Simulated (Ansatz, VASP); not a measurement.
# Two plane-wave programs on Al4N3

```
CELL_PARAMETERS angstrom
3.19801 0.00000 0.00000
-1.59901 2.76956 0.00000
0.00000 0.00000 10.22160
ATOMIC_POSITIONS crystal
Al 0.00000 0.00000 0.49334
Al 0.33333 0.66667 0.75004
Al 0.00000 0.00000 0.98818
Al 0.33333 0.66667 0.24186
N 0.33333 0.66667 0.43336
N 0.00000 0.00000 0.68582
N 0.00000 0.00000 0.18240
```

Alike in both runs: functional PBE; k mesh 12 × 12 × 4; occupations gaussian, width 0.1 eV; no spin polarisation.

Ansatz relaxed the structure, and its values are those at the end. VASP's run is a single point on that final structure, the one shown.

|  | VASP | Ansatz |
| --- | --- | --- |
| version | VASP 6.6.1 | Ansatz 0.2.0 |
| potentials or method | VASP PAW PBE potentials, release 64 (Al, N) | scalar-relativistic, plane waves, PAW |
| plane-wave cutoff (eV) | 520 | 420 |
| valence electrons in the cell | 27 | 27 |

|  | VASP | Ansatz | Ansatz less VASP |
| --- | --- | --- | --- |
| gap on the k mesh at the Fermi level (eV) | none | none | - |
| pressure (GPa) | -11.0 | -10.8 | +0.19 |

A gap of «none» marks a metal or a gap that the smearing closes.
